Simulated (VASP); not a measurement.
SnS:

```
Sn S
1.0
    11.20000    0.00000    0.00000
     0.00000    3.98700    0.00000
     0.00000    0.00000    4.33400
Sn S
4 4
Direct
  0.11940 0.25000 0.11980
  0.38060 0.75000 0.61980
  0.61940 0.25000 0.38020
  0.88060 0.75000 0.88020
  0.85080 0.25000 0.47930
  0.64920 0.75000 0.97930
  0.35080 0.25000 0.02070
  0.14920 0.75000 0.52070
```

- Program: VASP 6.6.1
- Task: relaxation of cell and atoms
- Functional: PBEsol
- Potentials or basis: VASP PAW PBE potentials, release 64 (Sn_d, S)
- Cutoff: 600 eV
- k mesh: 4 × 8 × 6
- Occupations: gaussian, width 0.03 eV
- Spin: no spin polarisation

At the start: pressure -0.8 GPa; volume 24.19 Å³/atom.

How do energy, volume and symmetry change on relaxing?

Over 17 steps the energy falls by 3.3 meV/atom and the volume is 23.42 Å³/atom (-3.2 %); space group Pnma (No. 62, to 0.05 Å).

Step by step:
```
step  energy change (eV)  largest force (eV/Å)  pressure (GPa)  volume (Å³)
   1              0.0000                0.0741           -0.79       193.53
   2             -0.0097                0.1417            0.13       190.21
   3             -0.0097                0.1445            0.17       190.10
   4             -0.0166                0.0946            0.11       189.32
   5             -0.0225                0.0337            0.02       187.85
   6             -0.0226                0.0383            0.03       187.65
   7             -0.0247                0.0292           -0.04       187.49
   8             -0.0246                0.0292           -0.03       187.48
   9             -0.0254                0.0155            0.05       187.24
  10             -0.0255                0.0152            0.09       187.09
  11             -0.0257                0.0241           -0.09       187.58
  12             -0.0258                0.0208           -0.02       187.43
  13             -0.0258                0.0204           -0.05       187.45
  14             -0.0259                0.0183           -0.02       187.43
  15             -0.0260                0.0166           -0.01       187.41
  16             -0.0262                0.0091            0.02       187.33
  17             -0.0262                0.0094           -0.01       187.35
```

Final structure:
```
Sn S
1.0
    11.08297    0.00000    0.00000
     0.00000    3.98446    0.00000
     0.00000    0.00000    4.24249
Sn S
4 4
Direct
  0.11831 0.25000 0.11342
  0.38169 0.75000 0.61342
  0.61831 0.25000 0.38658
  0.88169 0.75000 0.88658
  0.85349 0.25000 0.47308
  0.64651 0.75000 0.97308
  0.35349 0.25000 0.02692
  0.14651 0.75000 0.52692
```

Caveat: the PAW data sets were made with another functional, which shifts forces and pressure a little.
